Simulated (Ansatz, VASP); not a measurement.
KCl in VASP and in Ansatz

File INCAR:

```
ALGO     = Normal         # electronic algorithm
EDIFF    = 1E-7           # SCF threshold, eV
ENCUT    = 520            # plane-wave cutoff, eV
GGA      = PS             # functional
ISIF     = 2              # what is computed and relaxed
ISMEAR   = -1             # smearing method
LASPH    = T              # aspherical terms in the spheres
LCHARG   = F              # write CHGCAR
LREAL    = F              # projectors in reciprocal space
LWAVE    = F              # write WAVECAR
NBANDS   = 15             # bands
NELM     = 80             # most SCF steps
PREC     = Accurate       # precision mode
SIGMA    = 0.01           # smearing width, eV
```

KPOINTS

```
k-points
0
Gamma
  7 7 7
```

The input POSCAR:

```
KCl
1.0
    3.6340000000      0.0000000000      0.0000000000
    0.0000000000      3.6340000000      0.0000000000
    0.0000000000      0.0000000000      3.6703400000
K Cl
1 1
Direct
    0.0000000000      0.0000000000      0.0000000000
    0.5000000000      0.5000000000      0.5000000000
```

Input for Ansatz:

```yaml
crystal:
  lattice:
    - [3.634, 0.0, 0.0]
    - [0.0, 3.634, 0.0]
    - [0.0, 0.0, 3.67034]
  atoms:
    - { symbol: K, position: [0.0, 0.0, 0.0] }
    - { symbol: Cl, position: [0.5, 0.5, 0.5] }
kpoints:
  mp_grid: { grid: [7, 7, 7] }
  band_path:
    path:
      - [0.0, 0.0, 0.0]
      - [0.0, 0.5, 0.0]
      - [0.5, 0.5, 0.0]
      - [0.0, 0.0, 0.0]
      - [0.0, 0.0, 0.5]
      - [0.0, 0.5, 0.5]
      - [0.5, 0.5, 0.5]
      - [0.0, 0.0, 0.5]
      - [0.0, 0.5, 0.0]
    npoints: 5
scf:
  occupations: { method: fermi_dirac, width: 0.01 }
hamiltonian:
  xc: pbesol
  pseudopotentials: { kind: all_electron, lapw: { basis_error: 0.001 } }
output:
  forces: true
  stress: true
  eigenvalues: true
```

Change from the starting cell: zz strain of +1 %.

Alike in both runs: task single point; functional PBEsol; k mesh 7 × 7 × 7; occupations fermi-dirac, width 0.01 eV; no spin polarisation.

```csv
,VASP,Ansatz
version,VASP 6.6.1,Ansatz 0.2.0
potentials or method,"VASP PAW PBE potentials, release 64 (K_sv, Cl)","all-electron LAPW, scalar-relativistic"
plane-wave cutoff (eV),520,see its input
```

VASP gave:

* gap on the k mesh at the Fermi level (eV): 5.32
* pressure (GPa): 2.1
* largest component of the traceless stress (GPa): 0.33

Task: What did Ansatz give for the same quantities?

Result: gap on the k mesh at the Fermi level (eV): 5.33; pressure (GPa): 2.0; largest component of the traceless stress (GPa): 0.33.

Ansatz ran all-electron here, so the differences hold the error of VASP's frozen core and of both bases.

Caveats: the PAW data sets were made with another functional, which shifts forces and pressure a little (VASP); an odd mesh through Γ misses points on the zone boundary, where band edges often lie.
